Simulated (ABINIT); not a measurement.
Hf:

```
Hf
1.0
    -1.80500    1.80500    1.80500
     1.80500   -1.80500    1.80500
     1.80500    1.80500   -1.80500
Hf
1
Direct
  0.00000 0.00000 0.00000
```

This isn't the form of Hf at room conditions, which is hcp.

```yaml
Program: ABINIT 10.8.3 (patched build)
Task: single point
Functional: PBEsol
Potentials_or_basis: PseudoDojo NC SR PBEsol v0.4.1 standard
Cutoff: 789 eV
k_mesh: 10 × 10 × 10
Occupations: fermi-dirac, width 0.05 eV
Spin: no spin polarisation
```

On this cell: pressure -8.7 GPa; band gap on the k mesh none (metal or under the smearing width).

The same run follows on a disturbed copy (cell strained at random at fixed volume):

```
Hf
1.0
    -1.73538    1.78809    1.84034
     1.76840   -1.76106    1.84632
     1.78180    1.80748   -1.81331
Hf
1
Direct
  0.98347 0.99320 0.98959
```

Q: What does the disturbed cell give?

A: The energy (extrapolated to zero smearing) moves by +1.7 meV/atom; pressure -8.6 GPa; band gap on the k mesh none (metal or under the smearing width).

Stress tensor (GPa, compression positive):
```
-9.44 -1.12 -0.90
-1.12 -8.77 -0.73
-0.90 -0.73 -7.69
```
